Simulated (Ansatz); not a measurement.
Electric field gradients in Cu₃N

```yaml
crystal:
  lattice:
    - [3.81400, 0.00000, 0.00000]
    - [0.00000, 3.81400, 0.00000]
    - [0.00000, 0.00000, 3.81400]
  atoms:
    - { symbol: Cu, position: [0.50000, 0.00000, 0.00000] }
    - { symbol: Cu, position: [0.00000, 0.50000, 0.00000] }
    - { symbol: Cu, position: [0.00000, 0.00000, 0.50000] }
    - { symbol: N, position: [0.00000, 0.00000, 0.00000] }
```

Atoms are numbered in the order listed.

The cell is COD entry 1536894, as deposited and not checked against the literature; nothing was relaxed.

The calculation used DFT, PBE, PAW with Ansatz's default frozen-core files, scalar-relativistic in Ansatz 0.2.0.

For PAW: a Γ-centred 10×10×10 k mesh, Fermi–Dirac smearing of 0.08 eV, cutoff 420 eV, no spin polarisation.

Vzz is the principal value of largest size of the traceless field-gradient tensor, in 10²¹ V/m², and η = (Vxx − Vyy)/Vzz with |Vzz| ≥ |Vyy| ≥ |Vxx|.

| site | site symmetry | Vzz (η), PAW |
| --- | --- | --- |
| Cu1 | 4/mm.m | -4.39 (η = 0.00) |
| N4 | m-3m | 0 (under 0.004) |

The Cartesian tensor at Cu1 from PAW, in 10²¹ V/m²:

```
-4.39  0.00  0.00
 0.00  2.19  0.00
 0.00  0.00  2.19
```

**Question.** Taking Q(Cu-63) = -0.22 b, what quadrupole coupling constant follows at Cu1 from PAW?

**Answer.** Cq = eQVzz/h = 24.180 MHz × -0.22 × (-4.39) = 23.4 MHz.
